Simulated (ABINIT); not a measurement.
Input of an ABINIT 10.8.3 (patched build) run:

The input run.abi:

```
# Pseudopotentials
pp_dirpath "./"
pseudos "Al.GGA_PBE-JTH.xml"

# Structure
acell 3*1.0 Angstrom
rprim
     0.0000000000     2.0248050000     2.0248050000
     2.0248050000     0.0000000000     2.0248050000
     2.0248050000     2.0248050000     0.0000000000
ntypat 1
znucl 13
natom 1
typat 1
xred
     0.0000000000     0.0000000000     0.0000000000

# Plane-wave basis
ecut 15.0
pawecutdg 30.0
pawxcdev 0

# k points
kptopt 1
ngkpt 11 11 11
nshiftk 1
shiftk 0.0 0.0 0.0

# Exchange and correlation
ixc 11

# Bands and occupations
nband 6
occopt 3
tsmear 0.2 eV

# SCF cycle
nstep 100
tolvrs 1.0e-9

# Output
iomode 3
prtwf 0
prtden 0
prteig 0
prtebands 0
```

Potentials or basis: JTH PAW PBE v2.0.

The run is started by

```console
$ abinit run.abi > log 2>&1
```

(1) Estimate the band gap on the k mesh.

(2) Predict the pressure.

Answers

(1) none (metal or under the smearing width).

(2) -0.5 GPa.
